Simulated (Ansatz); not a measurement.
The system is Ba.

```
Ba
1.0
    -2.50650    2.50650    2.50650
     2.50650   -2.50650    2.50650
     2.50650    2.50650   -2.50650
Ba
1
Direct
  0.00000 0.00000 0.00000
```

| Item | Value |
| --- | --- |
| Program | Ansatz 0.2.0 |
| Task | single point |
| Functional | PBE |
| Potentials or basis | all-electron LAPW, scalar-relativistic |
| Cutoff | 74 eV (chosen from the basis error) |
| Basis error allowed | 0.001 eV/atom |
| k mesh | 8 × 8 × 8 |
| Occupations | fermi-dirac, width 0.05 eV |
| Spin | no spin polarisation |

On this cell: pressure 0.0 GPa; band gap on the k mesh none (metal or under the smearing width).

The same run follows on a disturbed copy (cell strained at random at fixed volume):

```
Ba
1.0
    -2.47176    2.47765    2.44851
     2.56531   -2.52802    2.59244
     2.45066    2.50692   -2.49889
Ba
1
Direct
  0.99892 0.00475 0.98853
```

Q: What changes?

A: The energy (extrapolated to zero smearing) moves by +4.1 meV/atom; pressure 0.0 GPa; band gap on the k mesh none (metal or under the smearing width).

Stress tensor (GPa, compression positive):
```
-0.01  0.07 -0.41
 0.07  0.04  0.21
-0.41  0.21 -0.04
```
